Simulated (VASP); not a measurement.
# FeO (R-3m) in VASP: relaxation of cell and atoms with TPSS

Aim: the relaxation of cell and atoms of FeO with TPSS.

Everything below comes from runs of VASP 6.6.1. Logs are shortened: lines on timing, memory, paths and dates and some standing lists are left out, and cuts for length are marked.

### 1 The crystal as given

Symmetry: R-3m, No. 166, trigonal system. Conventional cell: a = 3.035 Å, b = 3.035 Å, c = 7.547 Å, α = 90.00°, β = 90.00°, γ = 120.00°. Around Fe (site symmetry -3m) lie 6 O at 2.16 Å. O (site symmetry -3m) is surrounded by 6 Fe at 2.16 Å.

### 2 Relaxation of cell and atoms, TPSS, collinear spin, ferromagnetic start

File INCAR:

```
SYSTEM = FeO
ALGO     = Normal         ! electronic algorithm
EDIFF    = 1E-6           ! SCF threshold, eV
EDIFFG   = -0.01          ! ionic threshold
ENCUT    = 600            ! plane-wave cutoff, eV
IBRION   = 2              ! ionic algorithm
ISIF     = 3              ! what is computed and relaxed
ISMEAR   = 0              ! smearing method
ISPIN    = 2              ! spin polarisation
LASPH    = .True.         ! aspherical terms in the spheres
LCHARG   = .False.        ! write CHGCAR
LMAXMIX  = 4              ! l up to which the mixer works
LMIXTAU  = .True.       
LORBIT   = 11             ! projections on sites
LREAL    = .False.        ! projectors in reciprocal space
LWAVE    = .False.        ! write WAVECAR
MAGMOM   = 3 0            ! initial moments
METAGGA  = TPSS           ! meta-GGA
NELM     = 100            ! most SCF steps
NSW      = 60             ! ionic steps
PREC     = Accurate       ! precision mode
SIGMA    = 0.05           ! smearing width, eV
```

File KPOINTS:

```
k-points
0
Gamma
  8 8 8
  0 0 0
```

File POSCAR:

```
FeO
1.0
    1.5176821100      0.8762341800      2.5157945800
   -1.5176821100      0.8762341800      2.5157945800
    0.0000000000     -1.7524683500      2.5157945800
Fe O
1 1
Direct
    0.0000000000      0.0000000000      0.0000000000
    0.5000000000      0.5000000000      0.5000000000
```

Potentials or basis: VASP PAW PBE potentials, release 64 (Fe, O).

Run with:

```
$ cat potpaw_PBE.64/Fe/POTCAR potpaw_PBE.64/O/POTCAR > POTCAR
$ mpirun -np 1 vasp_std > vasp.out
```

OUTCAR:

```text
SYSTEM = FeO
   EDIFF = 1E-6
   EDIFFG = -0.01
   ENCUT = 600
   IBRION = 2
   ISIF = 3
   ISMEAR = 0
   ISPIN = 2
   LASPH = .True.
   LORBIT = 11
   LREAL = .False.
   METAGGA = TPSS
   NELM = 100
   NSW = 60
   PREC = Accurate

 ion  position               nearest neighbor table
   1  0.000  0.000  0.000-   2 2.16   2 2.16   2 2.16   2 2.16   2 2.16   2 2.16
   2  0.500  0.500  0.500-   1 2.16   1 2.16   1 2.16   1 2.16   1 2.16   1 2.16

  LATTYP: Found a trigonal (rhomboedric) cell.
 ALAT       =     3.0660019070
 COS(alpha) =     0.5099427872

  Lattice vectors:

 A1 = (   1.5176821100,   0.8762341800,   2.5157945800)
 A2 = (  -1.5176821100,   0.8762341800,   2.5157945800)
 A3 = (   0.0000000000,  -1.7524683500,   2.5157945800)

Analysis of symmetry for initial positions (statically):
=====================================================================
 Subroutine PRICEL returns:
 Original cell was already a primitive cell.

 Routine SETGRP: Setting up the symmetry group for a
 trigonal (rhombohedral) supercell.

 Subroutine GETGRP returns: Found 12 space group operations
 (whereof 12 operations were pure point group operations)
 out of a pool of 12 trial point group operations.

The static configuration has the point symmetry D_3d.

Analysis of symmetry for dynamics (positions and initial velocities):
=====================================================================
 Subroutine PRICEL returns:
 Original cell was already a primitive cell.

 Routine SETGRP: Setting up the symmetry group for a
 trigonal (rhombohedral) supercell.

 Subroutine GETGRP returns: Found 12 space group operations
 (whereof 12 operations were pure point group operations)
 out of a pool of 12 trial point group operations.

The dynamic configuration has the point symmetry D_3d.

Analysis of structural, dynamic, and magnetic symmetry:
=====================================================================
 Subroutine PRICEL returns:
 Original cell was already a primitive cell.

 Routine SETGRP: Setting up the symmetry group for a
 trigonal (rhombohedral) supercell.

 Subroutine GETGRP returns: Found 12 space group operations
 (whereof 12 operations were pure point group operations)
 out of a pool of 12 trial point group operations.

The overall configuration has the point symmetry D_3d.

 Subroutine INISYM returns: Found 12 space group operations
 (whereof 12 operations are pure point group operations),
 and found     1 'primitive' translations

----------------------------------------------------------------------------------------

                                     Primitive cell

  volume of cell :      20.0737

  direct lattice vectors                    reciprocal lattice vectors
     1.517682110  0.876234180  2.515794580     0.329449755  0.190207905  0.132496244
    -1.517682110  0.876234180  2.515794580    -0.329449755  0.190207905  0.132496244
     0.000000000 -1.752468350  2.515794580     0.000000000 -0.380415809  0.132496245

  length of vectors
     3.066001907  3.066001907  3.066001906     0.402829298  0.402829298  0.402829297

  position of ions in fractional coordinates (direct lattice)
     0.000000000  0.000000000  0.000000000
     0.500000000  0.500000000  0.500000000

  ion indices of the primitive-cell ions
   primitive index   ion index
                 1           1
                 2           2

----------------------------------------------------------------------------------------

 KPOINTS: k-points

Automatic generation of k-mesh.
 Grid dimensions read from file:
 generate k-points for:    8    8    8

 Generating k-lattice:

  Cartesian coordinates                     Fractional coordinates (reciprocal lattice)
     0.041181219  0.023775988  0.016562031     0.125000000  0.000000000 -0.000000000
    -0.041181219  0.023775988  0.016562031     0.000000000  0.125000000 -0.000000000
     0.000000000 -0.047551976  0.016562031     0.000000000  0.000000000  0.125000000

  Length of vectors
     0.050353662  0.050353662  0.050353662

  Shift w.r.t. Gamma in fractional coordinates (k-lattice)
     0.000000000  0.000000000  0.000000000

 Subroutine IBZKPT returns following result:
 ===========================================

 Found     65 irreducible k-points:

 Following reciprocal coordinates:
            Coordinates               Weight
  0.000000  0.000000  0.000000      1.000000
  0.125000  0.000000 -0.000000      6.000000
  0.250000  0.000000 -0.000000      6.000000
  0.375000 -0.000000 -0.000000      6.000000
  0.500000  0.000000 -0.000000      3.000000
  0.125000  0.125000 -0.000000      6.000000
[... 16 lines left out ...]
  0.250000  0.125000  0.125000      6.000000
  0.375000  0.125000  0.125000      6.000000
 [... further k-points ...]
   k-points           NKPTS =     65   k-points in BZ     NKDIM =     65   number of bands    NBANDS=     13
   number of dos      NEDOS =    301   number of ions     NIONS =      2
   total plane-waves  NPLWV =  13824
   dimension x,y,z NGX =    24 NGY =   24 NGZ =   24
   dimension x,y,z NGXF=    48 NGYF=   48 NGZF=   48
   ions per type =               1   1
   NGX,Y,Z   is equivalent  to a cutoff of  13.01, 13.01, 13.01 a.u.
   NGXF,Y,Z  is equivalent  to a cutoff of  26.03, 26.03, 26.03 a.u.
 SYSTEM =  FeO
   PREC   = accura    normal or accurate (medium, high low for compatibility)
   ISTART =      0    job   : 0-new  1-cont  2-samecut
   ICHARG =      2    charge: 1-file 2-atom 10-const
   ISPIN  =      2    spin polarized calculation?
   LNONCOLLINEAR =      F non collinear calculations
   LSORBIT =      F    spin-orbit coupling
   LASPH  =      T    aspherical Exc in radial PAW
   ENCUT  =  600.0 eV  44.10 Ry    6.64 a.u.   6.12  6.12  6.12*2*pi/ulx,y,z
   NELM   =    100;   NELMIN=  2; NELMDL= -5     # of ELM steps
   EDIFF  = 0.1E-05   stopping-criterion for ELM
   LREAL  =      F    real-space projection
   EDIFFG = -.1E-01   stopping-criterion for IOM
   NSW    =     60    number of steps for IOM
   IBRION =      2    ionic relax: 0-MD 1-quasi-New 2-CG
   NFREE  =      1    steps in history (QN), initial steepest desc. (CG)
   ISIF   =      3    stress and relaxation
   ISYM   =      2    0-nonsym 1-usesym 2-fastsym
   POTIM  = 0.5000    time-step for ionic-motion
   TEBEG  =    0.0;   TEEND  =   0.0 temperature during run
   PSTRESS=    0.0 pullay stress
   NELECT =      14.0000    total number of electrons
   NUPDOWN=      -1.0000    fix difference up-down
   EMIN   =  10.00;   EMAX   =-10.00  energy-range for DOS
   EFERMI =   0.00;   METHOD = LEGACY
   ISMEAR =     0;   SIGMA  =   0.05  broadening in eV -4-tet -1-fermi 0-gaus
   EFERMI_NEDOS =   21; number of points for ismear=-14 and -15
   IALGO  =     38    algorithm
   IMIX   =      4    mixing-type and parameters
     AMIX     =   0.40;   BMIX     =  1.00
     AMIX_MAG =   1.60;   BMIX_MAG =  1.00
  volume/ion in A,a.u.               =      10.04        67.73
  Fermi-wavevector in a.u.,A,eV,Ry     =   1.451805  2.743514 28.677524  2.107739
  Thomas-Fermi vector in A             =   2.569260
   LORBIT       =     11    0 simple, 1 ext, 2 COOP (PROOUT), +10 PAW based schemes
   METAGGA = TPSS    functional components
   LHFCALC =     F    Hartree Fock is set to
   AEXX    =    0.0000 exact exchange contribution
   IVDW    =     0    specifies the selected vdW correction
   LEPSILON=     F    determine dielectric tensor
   LRPA    =     F    only Hartree local field effects (RPA)
 conjugate gradient relaxation of ions
 spin polarized calculation
 Gauss-broadening in eV      SIGMA  =   0.05
  energy-cutoff  :      600.00
  volume of cell :       20.07
 maximum number of plane-waves:       686
   NGX = 13   NGY = 13   NGZ = 13

--------------------------------------- Ionic step        1  -------------------------------------------

 number of electron      13.9999999 magnetization       4.0037902

 Free energy of the ion-electron system (eV)
  ---------------------------------------------------
  ext. energy  EPLUGINS =         0.00000000
  ---------------------------------------------------
  free energy    TOTEN  =       -24.96879618 eV

  energy without entropy =      -24.96658461  energy(sigma->0) =      -24.96769040

------------------------ aborting loop because EDIFF is reached ----------------------------------------

  FORCE on cell =-STRESS in cart. coord.  units (eV):
  Direction    XX          YY          ZZ          XY          YZ          ZX
  --------------------------------------------------------------------------------------
  -------------------------------------------------------------------------------------
  Total       -0.5209576     -0.5209576     -0.6167339      0.0000000     -0.0000000     -0.0000000
  in kB      -41.5801008    -41.5801010    -49.2244621      0.0000000     -0.0000001     -0.0000000
  external PRESSURE =     -44.1282213 kB  Pullay stress =       0.0000000 kB
[... 165 lines left out ...]
  energy  without entropy=      -24.9734561262  energy(sigma->0) =      -24.97446346

--------------------------------------- Ionic step        6  -------------------------------------------

 number of electron      13.9999997 magnetization       4.0036899

 Free energy of the ion-electron system (eV)
  ---------------------------------------------------
  ext. energy  EPLUGINS =         0.00000000
  ---------------------------------------------------
  free energy    TOTEN  =       -24.97553500 eV

  energy without entropy =      -24.97354614  energy(sigma->0) =      -24.97454057

 E-fermi :   6.4319     XC(G=0): -12.7111

 val. band max:        6.4123716343   @ k =  -0.3750   0.2500   0.2500
 cond. band min:       6.4743803793   @ k =   0.5000   0.2500   0.2500
 fundamental gap:      0.0620087449
 Fermi energy:         6.4319064451

 spin component 1

 k-point     1 :       0.0000    0.0000    0.0000
  band No.  band energies     occupation
      1     -15.1043      1.00000
      2       2.3586      1.00000
      3       2.3586      1.00000
      4       2.3830      1.00000
      5       2.4019      1.00000
      6       2.4019      1.00000
      7       2.4268      1.00000
      8       2.5748      1.00000
      9       2.5748      1.00000
     10       6.3755      0.94454
     11      21.3676      0.00000
     12      23.5172      0.00000
     13      23.6283      0.00000
[... 353 lines left out ...]
 k-point    24 :       0.3750    0.1250    0.1250
  band No.  band energies     occupation
      1     -14.3204      1.00000
      2      -1.4117      1.00000
      3      -0.1226      1.00000
      4       0.2577      1.00000
      5       2.7996      1.00000
      6       2.9979      1.00000
      7       3.4920      1.00000
      8       4.2929      1.00000
      9       5.6601      1.00000
     10      10.2169      0.00000
     11      16.2828      0.00000
     12      18.8341      0.00000
     13      21.1314      0.00000

 [... further k-points ...]

 spin component 2

 k-point     1 :       0.0000    0.0000    0.0000
  band No.  band energies     occupation
      1     -14.5578      1.00000
      2       2.9915      1.00000
      3       2.9915      1.00000
      4       3.0172      1.00000
      5       5.6368      1.00000
      6       5.6368      1.00000
      7       5.6516      1.00000
      8       6.8292      0.00000
      9       6.8292      0.00000
     10       7.3374      0.00000
     11      21.5301      0.00000
     12      24.5511      0.00000
     13      24.6525      0.00000
[... 353 lines left out ...]
 k-point    24 :       0.3750    0.1250    0.1250
  band No.  band energies     occupation
      1     -13.7605      1.00000
      2      -0.5261      1.00000
      3       1.4584      1.00000
      4       1.4764      1.00000
      5       6.2386      1.00000
      6       6.3293      0.99815
      7       6.8028      0.00000
      8       7.7685      0.00000
      9       9.1042      0.00000
     10      11.1834      0.00000
     11      17.3384      0.00000
     12      19.9557      0.00000
     13      22.2957      0.00000

 [... further k-points ...]
[... 5 lines left out ...]
  --------------------------------------------------------------------------------------
  -------------------------------------------------------------------------------------
  Total       -0.0092531     -0.0092531      0.0130871     -0.0000000      0.0000000     -0.0000000
  in kB       -0.7553935     -0.7553935      1.0683880     -0.0000000      0.0000000     -0.0000000
  external PRESSURE =      -0.1474663 kB  Pullay stress =       0.0000000 kB
[... 17 lines left out ...]
  FREE ENERGIE OF THE ION-ELECTRON SYSTEM (eV)
  ---------------------------------------------------
  free  energy   TOTEN  =       -24.9755350047 eV

  energy  without entropy=      -24.9735461405  energy(sigma->0) =      -24.97454057

 reached required accuracy - stopping structural energy minimisation

 total charge

# of ion       s       p       d       tot
------------------------------------------
    1        0.287   0.372   6.067   6.726
    2        1.537   3.442   0.000   4.979
--------------------------------------------------
tot          1.824   3.814   6.067  11.705

 magnetization (x)

# of ion       s       p       d       tot
------------------------------------------
    1        0.023   0.020   3.584   3.627
    2        0.028   0.257   0.000   0.285
--------------------------------------------------
tot          0.051   0.277   3.584   3.913
```

Run time: 5.9 min. Hardware: 1 thread of AMD EPYC 9R45 (Zen 5), shared host; peak memory 0.15 GiB.

What came out:

- Free energy: -24.9755 eV
- Relaxed volume: 9.81 Å³/atom
- Relaxed cell: a = 3.024 Å, b = 3.024 Å, c = 3.024 Å, α = 60.18°, β = 60.18°, γ = 60.18°
- Space group after relaxing (to 0.05 Å): Fm-3m (No. 225)
- Energy gained by relaxing: 3.4 meV/atom
- Ionic steps: 6
- Pressure after relaxing: 0.0 GPa
- Band gap on the k mesh: none (metal or under the smearing width)
- Net moment: 4.00 μB per cell
- Site moments: Fe +3.63; O +0.28 μB
- Valence electrons inside the program's atomic spheres: Fe 6.73; O 4.98

Step by step:
```tsv
step	energy change (eV)	largest force (eV/Å)	pressure (GPa)	volume (Å³)
1	0.0000	0.0000	-4.41	20.07
2	-0.0026	0.0000	3.64	19.28
3	-0.0064	0.0000	0.02	19.62
4	-0.0065	0.0000	0.02	19.62
5	-0.0067	0.0000	0.01	19.62
6	-0.0067	0.0000	-0.01	19.63
```

Final structure:
```cif
data_structure
_symmetry_space_group_name_H-M 'P 1'
_symmetry_Int_Tables_number 1
_cell_length_a 3.0237
_cell_length_b 3.0237
_cell_length_c 3.0237
_cell_angle_alpha 60.176
_cell_angle_beta 60.176
_cell_angle_gamma 60.176
_cell_volume 19.63
loop_
_atom_site_label
_atom_site_type_symbol
_atom_site_fract_x
_atom_site_fract_y
_atom_site_fract_z
_atom_site_occupancy
Fe1 Fe 0.00000 0.00000 0.00000 1
O1 O 0.50000 0.50000 0.50000 1
```

Levels at points of the mesh, in eV from the Fermi level:
Spin up:
```csv
k point,band 7,band 8,band 9,band 10,band 11,band 12
"(0.00, 0.00, 0.00)",-4.01,-3.86,-3.86,-0.06,14.94,17.09
"(0.50, 0.00, 0.00)",-2.63,-0.44,-0.43,3.86,8.62,12.74
"(0.50, 0.50, 0.00)",-2.96,-2.94,-2.93,5.47,8.73,10.54
"(0.50, 0.50, 0.50)",-2.61,-0.43,-0.43,3.83,8.68,12.69
```
Spin down:
```csv
k point,band 1,band 2,band 3,band 4,band 5,band 6,band 7,band 8,band 9,band 10
"(0.00, 0.00, 0.00)",-20.99,-3.44,-3.44,-3.41,-0.80,-0.80,-0.78,0.40,0.40,0.91
"(0.50, 0.00, 0.00)",-19.78,-8.34,-5.37,-5.34,0.39,0.40,0.60,3.04,3.05,4.50
"(0.50, 0.50, 0.00)",-19.77,-7.22,-4.67,-4.64,-2.26,0.74,0.75,0.97,1.39,6.92
"(0.50, 0.50, 0.50)",-19.77,-8.33,-5.38,-5.38,0.41,0.41,0.60,3.06,3.06,4.47
```

Caveat: the PAW data sets were made with another functional, which shifts forces and pressure a little; a cell with one magnetic atom can't hold antiferromagnetic order, which such compounds often take; semilocal functionals often make such compounds metallic where correlation or magnetic order opens a gap, which also shifts bond lengths. With open d or f shells a metallic result of TPSS can be an artefact of self-interaction; +U or a hybrid may open a gap.

### 3 For comparison

An earlier run on the cell as given: functional PBE; potentials or basis VASP PAW PBE potentials, release 64 (Fe, O); cutoff 520 eV; k mesh 11 × 11 × 11; occupations fermi-dirac, width 0.05 eV; collinear spin, ferromagnetic start; starting moments [3.0, 0.0] μB.

* Pressure: -0.5 GPa
* Band gap on the k mesh: none (metal or under the smearing width)
* Net moment: 4.00 μB per cell
* Site moments: Fe +3.62; O +0.30 μB
* Valence electrons inside the program's atomic spheres: Fe 6.73; O 4.99
